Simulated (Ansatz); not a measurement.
The elements of this relaxed crystal are hidden behind letters.

```
lattice vectors (Å)
   5.6076    0.0000    0.0000
   0.0000    5.6076    0.0000
   0.0000    0.0000    3.2799
fractional positions
X 0.1818 0.1818 0.5000
X 0.8182 0.8182 0.5000
X 0.6818 0.3182 0.0000
X 0.3182 0.6818 0.0000
Z 0.8184 0.1816 0.5000
Z 0.1816 0.8184 0.5000
Z 0.6816 0.6816 0.0000
Z 0.3184 0.3184 0.0000
```

The calculation used DFT PBE, scalar-relativistic, plane waves, PAW (Ansatz 0.2.0). Plane waves to 420 eV, a 6×6×8 mesh through Γ for the 8-atom cell and 0.02 eV Gaussian smearing; no spin polarisation.

```
Space group                              : P4_2/mnm (No. 136)
Conventional cell                        : a = 5.608 Å, c = 3.280 Å
Volume per atom                          : 12.89 Å³
Density                                  : 5.24 g/cm³
Energy over the elements                 : −1.401 eV/atom
Gap on the 6×6×8 mesh of the 8-atom cell : 0.76 eV
```

Energies are uncorrected and count from the elements' standard states at the same level.

Question: X is a d-block element of period 4 and Z is a p-block element of period 2. Which elements are they?

Answer: X = Zn, Z = O, so the formula is ZnO. Density times volume gives a mean mass of 5.24 × 12.89/1.6605 = 40.7 u per atom, and this set has 40.7 u. Among the elements that the hints allow, noble gases aside, only these give it. Zn has 4 O at 1.97–2.04 Å; around O lie 4 Zn at 1.97–2.04 Å.

Kohn–Sham gaps at this level usually fall short of measured ones. Symmetry constrained the relaxation, so the result can be a saddle point. Another cell of ZnO relaxed alike, in P6_3mc (a measured cell (COD)), lies 23 meV/atom lower, so this cell isn't the stable form at this level.
